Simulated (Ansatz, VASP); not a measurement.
## Two plane-wave programs on Ag

```
Ag
1.0
     2.93418    0.00000    0.00000
    -1.46709    2.54107    0.00000
     0.00000    0.00000    4.79908
Ag
2
Direct
  0.33333 0.66667 0.25000
  0.66667 0.33333 0.75000
```

Alike in both runs: task relaxation of cell and atoms; functional PBE; dispersion D3(BJ); k mesh 18 × 18 × 10; occupations gaussian, width 0.1 eV; no spin polarisation.

|  | VASP | Ansatz |
| --- | --- | --- |
| version | VASP 6.6.1 | Ansatz 0.2.0 |
| potentials or method | VASP PAW PBE potentials, release 64 (Ag) | scalar-relativistic, plane waves, PAW |
| plane-wave cutoff (eV) | 600 | 420 |
| valence electrons in the cell | 22 | 38 |

|  | VASP | Ansatz | Ansatz less VASP |
| --- | --- | --- | --- |
| gap on the k mesh at the Fermi level, each at its own relaxed structure (eV) | none | none | - |
| relaxed volume (Å³/atom) | 16.91 | 16.93 | +0.020 |
| relaxed cell length with the largest relative difference (Å) | 2.879 | 2.881 | +0.0013 |
| energy change over the relaxation (meV/atom) | -17 | -16 | +0.9 |

A gap of «none» marks a metal or a gap that the smearing closes. The two sets of potentials don't hold the same shells in valence.

Caveats: pairwise dispersion overbinds metals, which lowers pressure and volume.
